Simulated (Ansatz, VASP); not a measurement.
# One calculation of Re, two programs

```xyz
2
Lattice="2.7791 0.0000 0.0000 -1.3895 2.4068 0.0000 0.0000 0.0000 4.4877" Properties=species:S:1:pos:R:3 pbc="T T T"
Re    1.3895    0.8023    3.3658
Re    0.0000    1.6045    1.1219
```

Change from the starting cell: volume scaled by 1.02.

Alike in both runs: task single point; functional LDA; k mesh 11 × 11 × 6; occupations fermi-dirac, width 0.05 eV; no spin polarisation.

```csv
,VASP,Ansatz
version,VASP 6.6.1,Ansatz 0.2.0
potentials or method,"VASP PAW LDA potentials, release 64 (Re), cutoff 520 eV","all-electron LAPW, scalar-relativistic"
```

VASP gave:

| Property | Result |
| --- | --- |
| gap on the k mesh at the Fermi level (eV) | none |
| pressure (GPa) | -15.9 |
| largest component of the traceless stress (GPa) | 0.39 |

Task: What did Ansatz give for the same quantities?

Result: gap on the k mesh at the Fermi level (eV): none; pressure (GPa): -16.8; largest component of the traceless stress (GPa): 0.26.

A gap of «none» marks a metal or a gap that the smearing closes. Ansatz ran all-electron here, so the differences hold the error of VASP's frozen core and of both bases.

Caveats: so large a pressure means that the cell lies far from this level's equilibrium, or that cutoff or potentials fall short (VASP). The runs have no spin-orbit coupling, so splittings on Re are missing.
